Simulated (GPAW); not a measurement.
Wanted: an ASE script for a GPAW 26.7.0 run.

| Property | Result |
| --- | --- |
| Task | single point |
| Functional | PBE |
| Potentials or basis | GPAW PAW data sets (gpaw-data 1.2.1) |
| Cutoff | 600 eV |
| Basis | pw |
| k mesh | 13 × 13 × 13 |
| Occupations | gaussian, width 0.013 eV |
| Spin | no spin polarisation |
| Maxiter | 150 |

The structure of Cu lies in Cu.xyz:

```xyz
1
Lattice="0.0000000000 1.8075000000 1.8075000000 1.8075000000 0.0000000000 1.8075000000 1.8075000000 1.8075000000 0.0000000000" Properties=species:S:1:pos:R:3 pbc="T T T"
Cu     0.0000000000      0.0000000000      0.0000000000
```

One way to write it, as run:

run.py

```python
from ase.dft.bandgap import bandgap
from ase.io import read, write
from ase.units import GPa
from gpaw import GPAW, PW

atoms = read('Cu.xyz')

calc = GPAW(mode=PW(600),
            xc='PBE',
            kpts={'size': (13, 13, 13), 'gamma': True},
            occupations={'name': 'methfessel-paxton', 'order': 0, 'width': 0.013000000000000001},
            nbands=14,
            convergence={'density': 1e-05, 'energy': 1e-05},
            maxiter=150,
            txt='gpaw.txt')
atoms.calc = calc
energy = atoms.get_potential_energy()
forces = atoms.get_forces()
stress = atoms.get_stress()
calc.write('gs.gpw')
write('result.traj', atoms)
print(f'Energy: {energy:.6f} eV')
print('Forces (eV/A):')
print(forces.round(4))
print('Stress (GPa):', (stress / GPa).round(3))
print('Fermi level:', round(calc.get_fermi_level(), 4), 'eV')
print(f'Gap: {bandgap(calc)[0]:.4f} eV, direct: {bandgap(calc, direct=True)[0]:.4f} eV')
```

Potentials or basis: GPAW PAW data sets (gpaw-data 1.2.1), pw.

Run with:

```bash
$ OMP_NUM_THREADS=1 python run.py
```

It gave:

```yaml
Pressure: 3.1 GPa
Band_gap_on_the_k_mesh: none (metal or under the smearing width)
```

Caveat: with this Cu data set, volumes or pressures lay over 1.5 % or 2 GPa off other programs in two to four cells of ten.

Run time: 11 s on 1 thread of Arm Neoverse V1, on a shared host, peak memory 0.15 GiB.
